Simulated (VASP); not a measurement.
# ZnSe (Fm-3m) in VASP: further runs

Runs on ZnSe. Level: PBE. Tasks: single point.

Everything below comes from runs of VASP 6.6.1. Logs are shortened: lines on timing, memory, paths and dates and some standing lists are left out, and cuts for length are marked.

## Step 1: The structure

It takes space group Fm-3m (No. 225, cubic). The conventional cell has a = 5.440 Å, b = 5.440 Å, c = 5.440 Å, α = 90.00°, β = 90.00°, γ = 90.00°. Zn (site symmetry m-3m) has 6 Se at 2.72 Å as nearest neighbours. Around Se (site symmetry m-3m) lie 6 Zn at 2.72 Å.

Measurements of this composition are mostly on another form, of space group No. 216.

## Step 2: Single point, PBE

File INCAR:

```
SYSTEM = ZnSe
ALGO = Fast
EDIFF = 1E-6
ENCUT = 520
GGA = PE
ISIF = 2
ISMEAR = 0
LASPH = .TRUE.
LCHARG = .TRUE.
LELF = .TRUE.
LREAL = .FALSE.
LVHAR = .TRUE.
LWAVE = .FALSE.
NBANDS = 16
NELM = 100
PREC = Accurate
SIGMA = 0.05
```

File KPOINTS:

```
k-points
0
G
  6 6 6
  0 0 0
```

File POSCAR:

```
ZnSe
1.0
    0.0000000000      2.7200000000      2.7200000000
    2.7200000000      0.0000000000      2.7200000000
    2.7200000000      2.7200000000      0.0000000000
Zn Se
1 1
Direct
    0.0000000000      0.0000000000      0.0000000000
    0.5000000000      0.5000000000      0.5000000000
```

Potentials or basis: VASP PAW PBE potentials, release 64 (Zn, Se).

Started as:

```console
$ cat potpaw_PBE.64/Zn/POTCAR potpaw_PBE.64/Se/POTCAR > POTCAR
$ mpirun -np 1 vasp_std > vasp.out
```

OUTCAR:

```text
SYSTEM = ZnSe
   EDIFF = 1E-6
   ENCUT = 520
   GGA = PE
   ISIF = 2
   ISMEAR = 0
   LASPH = .TRUE.
   LREAL = .FALSE.
   NELM = 100
   PREC = Accurate

 ion  position               nearest neighbor table
   1  0.000  0.000  0.000-   2 2.72   2 2.72   2 2.72   2 2.72   2 2.72   2 2.72
   2  0.500  0.500  0.500-   1 2.72   1 2.72   1 2.72   1 2.72   1 2.72   1 2.72

  LATTYP: Found a face centered cubic cell.
 ALAT       =     5.4400000000

  Lattice vectors:

 A1 = (   0.0000000000,   2.7200000000,   2.7200000000)
 A2 = (   2.7200000000,   0.0000000000,   2.7200000000)
 A3 = (   2.7200000000,   2.7200000000,   0.0000000000)

Analysis of symmetry for initial positions (statically):
=====================================================================
 Subroutine PRICEL returns:
 Original cell was already a primitive cell.

 Routine SETGRP: Setting up the symmetry group for a
 face centered cubic supercell.

 Subroutine GETGRP returns: Found 48 space group operations
 (whereof 48 operations were pure point group operations)
 out of a pool of 48 trial point group operations.

The static configuration has the point symmetry O_h .

Analysis of symmetry for dynamics (positions and initial velocities):
=====================================================================
 Subroutine PRICEL returns:
 Original cell was already a primitive cell.

 Routine SETGRP: Setting up the symmetry group for a
 face centered cubic supercell.

 Subroutine GETGRP returns: Found 48 space group operations
 (whereof 48 operations were pure point group operations)
 out of a pool of 48 trial point group operations.

The dynamic configuration has the point symmetry O_h .

 Subroutine INISYM returns: Found 48 space group operations
 (whereof 48 operations are pure point group operations),
 and found     1 'primitive' translations

----------------------------------------------------------------------------------------

                                     Primitive cell

  volume of cell :      40.2473

  direct lattice vectors                    reciprocal lattice vectors
     0.000000000  2.720000000  2.720000000    -0.183823529  0.183823529  0.183823529
     2.720000000  0.000000000  2.720000000     0.183823529 -0.183823529  0.183823529
     2.720000000  2.720000000  0.000000000     0.183823529  0.183823529 -0.183823529

  length of vectors
     3.846660890  3.846660890  3.846660890     0.318391693  0.318391693  0.318391693

[... 72 lines left out ...]
   LREAL  =      F    real-space projection
   EDIFFG = 0.1E-04   stopping-criterion for IOM
   NSW    =      0    number of steps for IOM
   IBRION =     -1    ionic relax: 0-MD 1-quasi-New 2-CG
   NFREE  =      0    steps in history (QN), initial steepest desc. (CG)
   ISIF   =      2    stress and relaxation
   ISYM   =      2    0-nonsym 1-usesym 2-fastsym
   POTIM  = 0.5000    time-step for ionic-motion
   TEBEG  =    0.0;   TEEND  =   0.0 temperature during run
   PSTRESS=    0.0 pullay stress
   NELECT =      18.0000    total number of electrons
   NUPDOWN=      -1.0000    fix difference up-down
   EMIN   =  10.00;   EMAX   =-10.00  energy-range for DOS
   EFERMI =   0.00;   METHOD = LEGACY
   ISMEAR =     0;   SIGMA  =   0.05  broadening in eV -4-tet -1-fermi 0-gaus
   EFERMI_NEDOS =   21; number of points for ismear=-14 and -15
   IALGO  =     68    algorithm
   IMIX   =      4    mixing-type and parameters
     AMIX     =   0.40;   BMIX     =  1.00
     AMIX_MAG =   1.60;   BMIX_MAG =  1.00
  volume/ion in A,a.u.               =      20.12       135.80
  Fermi-wavevector in a.u.,A,eV,Ry     =   1.251949  2.365841 21.325462  1.567377
  Thomas-Fermi vector in A             =   2.385873
   LORBIT       =      0    0 simple, 1 ext, 2 COOP (PROOUT), +10 PAW based schemes
   GGA     = PE    functional components
   LHFCALC =     F    Hartree Fock is set to
   AEXX    =    0.0000 exact exchange contribution
   IVDW    =     0    specifies the selected vdW correction
   LEPSILON=     F    determine dielectric tensor
   LRPA    =     F    only Hartree local field effects (RPA)
 non-spin polarized calculation
 RMM-DIIS sequential band-by-band and
 Gauss-broadening in eV      SIGMA  =   0.05
  energy-cutoff  :      520.00
  volume of cell :       40.25
 maximum number of plane-waves:      1106
 NGX is ok and might be reduce to    30
   NGX = 15   NGY = 15   NGZ = 15

 number of electron      18.0000010 magnetization

 Free energy of the ion-electron system (eV)
  ---------------------------------------------------
  ext. energy  EPLUGINS =         0.00000000
  ---------------------------------------------------
  free energy    TOTEN  =        -5.39484172 eV

  energy without entropy =       -5.39359337  energy(sigma->0) =       -5.39421754

 E-fermi :   2.8048     XC(G=0): -10.2181

 val. band max:        2.7809635264   @ k =  -0.1667   0.1667   0.0000
 cond. band min:       3.2050016105   @ k =   0.0000   0.0000   0.0000
 fundamental gap:      0.4240380841
 Fermi energy:         2.8048103635

 k-point     1 :       0.0000    0.0000    0.0000
  band No.  band energies     occupation
      1     -10.7593      2.00000
      2      -3.7870      2.00000
      3      -3.7870      2.00000
      4      -3.7701      2.00000
      5      -3.7701      2.00000
      6      -3.7701      2.00000
[... 281 lines left out ...]
      3      -3.8344      2.00000
      4      -3.7387      2.00000
      5      -3.6385      2.00000
      6      -3.4462      2.00000
[... 8 lines left out ...]
     15      16.3615      0.00000
     16      18.9849      0.00000

------------------------ aborting loop because EDIFF is reached ----------------------------------------

  FORCE on cell =-STRESS in cart. coord.  units (eV):
  Direction    XX          YY          ZZ          XY          YZ          ZX
  --------------------------------------------------------------------------------------
  -------------------------------------------------------------------------------------
  Total       -0.5635922     -0.5635922     -0.5635922      0.0000000      0.0000000     -0.0000000
  in kB      -22.4356616    -22.4356616    -22.4356616      0.0000000      0.0000000     -0.0000000
  external PRESSURE =     -22.4356616 kB  Pullay stress =       0.0000000 kB

 VOLUME and BASIS-vectors are now :
 -----------------------------------------------------------------------------
  energy-cutoff  :      520.00
  volume of cell :       40.25
      direct lattice vectors                 reciprocal lattice vectors
     0.000000000  2.720000000  2.720000000    -0.183823529  0.183823529  0.183823529
     2.720000000  0.000000000  2.720000000     0.183823529 -0.183823529  0.183823529
     2.720000000  2.720000000  0.000000000     0.183823529  0.183823529 -0.183823529

 POSITION                                       TOTAL-FORCE (eV/Angst)
 -----------------------------------------------------------------------------------
      0.00000      0.00000      0.00000         0.000000      0.000000      0.000000
      2.72000      2.72000      2.72000        -0.000000     -0.000000      0.000000
 -----------------------------------------------------------------------------------
    total drift:                               -0.000000      0.000000      0.000000

  FREE ENERGIE OF THE ION-ELECTRON SYSTEM (eV)
  ---------------------------------------------------
  free  energy   TOTEN  =        -5.3948417179 eV

  energy  without entropy=       -5.3935933700  energy(sigma->0) =       -5.39421754
```

OSZICAR:

```text
N       E                     dE             d eps       ncg     rms          rms(c)
DAV:   1     0.855682718240E+02    0.85568E+02   -0.90086E+03   512   0.137E+03
DAV:   2    -0.655815498939E+00   -0.86224E+02   -0.80450E+02   600   0.261E+02
DAV:   3    -0.571938139622E+01   -0.50636E+01   -0.50500E+01   632   0.600E+01
DAV:   4    -0.575348739944E+01   -0.34106E-01   -0.34104E-01   624   0.516E+00
DAV:   5    -0.575363087026E+01   -0.14347E-03   -0.14347E-03   624   0.319E-01    0.406E+00
RMM:   6    -0.542795334072E+01    0.32568E+00   -0.53516E-01   574   0.673E+00    0.332E+00
RMM:   7    -0.539725862504E+01    0.30695E-01   -0.93245E-02   568   0.308E+00    0.130E+00
RMM:   8    -0.539539742273E+01    0.18612E-02   -0.11033E-02   630   0.807E-01    0.547E-01
RMM:   9    -0.539484910300E+01    0.54832E-03   -0.28591E-03   600   0.601E-01    0.113E-01
RMM:  10    -0.539482530483E+01    0.23798E-04   -0.41575E-04   625   0.207E-01    0.449E-02
RMM:  11    -0.539484119218E+01   -0.15887E-04   -0.70475E-05   606   0.868E-02    0.241E-02
RMM:  12    -0.539484171792E+01   -0.52574E-06   -0.91773E-06   610   0.280E-02
   1 F= -.53948417E+01 E0= -.53942175E+01  d E =-.124835E-02
```

Wall time 19 s (1 thread of Intel Xeon Platinum 8488C (Sapphire Rapids), shared host); peak memory 0.16 GiB.

Results:

| Item | Value |
| --- | --- |
| Free energy | -5.3948 eV |
| Pressure | -2.2 GPa |
| Band gap on the k mesh | none (metal or under the smearing width) |

## Step 3: Single point, PBE

This run uses another cell than the first one, of 19.71 Å³/atom, 0.979 times its volume.

File INCAR:

```
ALGO = Normal
EDIFF = 1E-7
ENCUT = 520
GGA = PE
ISIF = 2
ISMEAR = 0
LASPH = T
LCHARG = F
LREAL = F
LWAVE = F
NBANDS = 16
NELM = 60
PREC = Accurate
SIGMA = 0.05
```

File KPOINTS:

```
k-points
0
Gamma
  6 6 6
```

File POSCAR:

```
ZnSe
1.0
    0.0000000000      2.7012060940      2.7012060940
    2.7012060940      0.0000000000      2.7012060940
    2.7012060940      2.7012060940      0.0000000000
Zn Se
1 1
Direct
    0.0000000000      0.0000000000      0.0000000000
    0.5000000000      0.5000000000      0.5000000000
```

Potentials or basis: VASP PAW PBE potentials, release 64 (Zn, Se).

Started as:

```console
$ cat potpaw_PBE.64/Zn/POTCAR potpaw_PBE.64/Se/POTCAR > POTCAR
$ mpirun -np 1 vasp_std > vasp.out
```

It took 20 s on 1 thread of Intel Xeon Platinum 8488C (Sapphire Rapids), shared host; peak memory 0.15 GiB.

It converged, with:

- Free energy: -5.4034 eV
- Pressure: -1.0 GPa
- Band gap on the k mesh: none (metal or under the smearing width)

Levels at points of the mesh, in eV from the Fermi level:
```tsv
k point	band 7	band 8	band 9	band 10	band 11	band 12
(0.00, 0.00, 0.00)	-0.50	-0.50	-0.50	0.51	8.51	8.51
(0.50, 0.00, 0.00)	-5.62	-0.18	-0.18	3.22	4.92	4.92
(0.50, 0.50, 0.00)	-4.91	-2.40	-2.40	-1.10	4.96	10.96
```

## Step 4: Single point, PBE

This run uses another cell than the first one, of 19.37 Å³/atom, 0.962 times its volume.

File INCAR:

```
  ALGO = Normal
  EDIFF = 1E-6
  ENCUT = 520
  GGA = PE
  ISIF = 2
  ISMEAR = 0
  LASPH = True
  LCHARG = True
  LELF = True
  LREAL = False
  LVHAR = True
  LWAVE = False
  NBANDS = 16
  NELM = 100
  PREC = Accurate
  SIGMA = 0.05
```

KPOINTS is that of step 3.

File POSCAR:

```
ZnSe
1.0
    0.0000000000      2.6854372960      2.6854372960
    2.6854372960      0.0000000000      2.6854372960
    2.6854372960      2.6854372960      0.0000000000
Zn Se
1 1
Direct
    0.0000000000      0.0000000000      0.0000000000
    0.5000000000      0.5000000000      0.5000000000
```

Started as:

```console
$ cat potpaw_PBE.64/Zn/POTCAR potpaw_PBE.64/Se/POTCAR > POTCAR
$ mpirun -np 1 vasp_std > vasp.out
```

Wall time 12 s (1 thread of Intel Xeon Platinum 8488C (Sapphire Rapids), shared host); peak memory 0.15 GiB.

Results (log left out):

```yaml
Free_energy: -5.4052 eV
Pressure: 0.2 GPa
Band_gap_on_the_k_mesh: none (metal or under the smearing width)
```

Levels at points of the mesh, in eV from the Fermi level:
| k point | band 6 | band 7 | band 8 | band 9 | band 10 | band 11 | band 12 | band 13 |
| --- | --- | --- | --- | --- | --- | --- | --- | --- |
| (0.00, 0.00, 0.00) | -6.66 | -0.52 | -0.52 | -0.52 | 0.61 | 8.51 | 8.51 | 8.51 |
| (0.50, 0.00, 0.00) | -6.55 | -5.69 | -0.18 | -0.18 | 3.22 | 4.90 | 4.90 | 6.10 |
| (0.50, 0.50, 0.00) | -6.22 | -5.03 | -2.47 | -2.47 | -1.10 | 4.92 | 11.09 | 11.09 |

## Step 5: Overview

| cell | gap on the mesh (eV) | pressure (GPa) |
| --- | --- | --- |
| Fm-3m, 20.12 Å³/atom | none | -2.2 |
| Fm-3m, 19.71 Å³/atom | none | -1.0 |
| Fm-3m, 19.37 Å³/atom | none | 0.2 |

Alike in all rows: task single point; level PBE; potentials or basis VASP PAW PBE potentials, release 64 (Zn, Se); no spin polarisation; k mesh 6 × 6 × 6; cutoff (eV) 520; smearing gaussian 0.05 eV.

Every run on the cell as given and a fine mesh finds a metal.

Absolute energies hang on the potentials; compare differences alone.
